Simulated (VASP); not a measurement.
A run of VASP 6.6.1 is set up as follows.

Contents of INCAR:

```
PREC = Accurate ; ENCUT = 600
EDIFF = 1E-7 ; ISMEAR = 0
SIGMA = 0.03 ; LREAL = F
LASPH = T ; NELM = 80
ALGO = Normal ; ISIF = 4
LWAVE = F ; LCHARG = F
GGA = PE ; IBRION = 2
NSW = 40 ; EDIFFG = -0.01
```

Contents of KPOINTS:

```
regular mesh
0
Gamma
  9 9 5
```

The input POSCAR:

```
Mg3Sb2                                  
1.0
    4.6857679736      0.0000000000      0.0000000000
   -2.3428839868      4.0579941013      0.0000000000
    0.0000000000      0.0000000000      7.4163992000
  Mg              Sb            
     3     2
Direct
     0.3333333332999970    0.6666666667000030    0.6320893614191547
     0.6666666667000030    0.3333333332999970    0.3679106385808453
     0.0000000000000000    0.0000000000000000    0.0000000000000000
     0.3333333332999970    0.6666666667000030    0.2254486671126870
     0.6666666667000030    0.3333333332999970    0.7745513328873130
```

Potentials or basis: VASP PAW PBE potentials, release 64 (Mg, Sb).

Command:

```sh
$ cat potpaw_PBE.64/Mg/POTCAR potpaw_PBE.64/Sb/POTCAR > POTCAR
$ mpirun -np 1 vasp_std > vasp.out
```

Q: Predict the energy gained by relaxing.

A: 0.6 meV/atom.

Q: What does it give for the band gap on the k mesh?

A: 0.11 eV, indirect (least direct gap 0.75 eV).

Forces on the atoms (eV/Å):
```
Mg   0.000  0.000  0.007
Mg   0.000  0.000 -0.007
Mg   0.000  0.000  0.000
Sb   0.000  0.000  0.008
Sb   0.000  0.000 -0.008
```

Caveat: spin-orbit coupling is left out, which moves the levels of the heavy elements; an odd mesh through Γ misses points on the zone boundary, where band edges often lie.
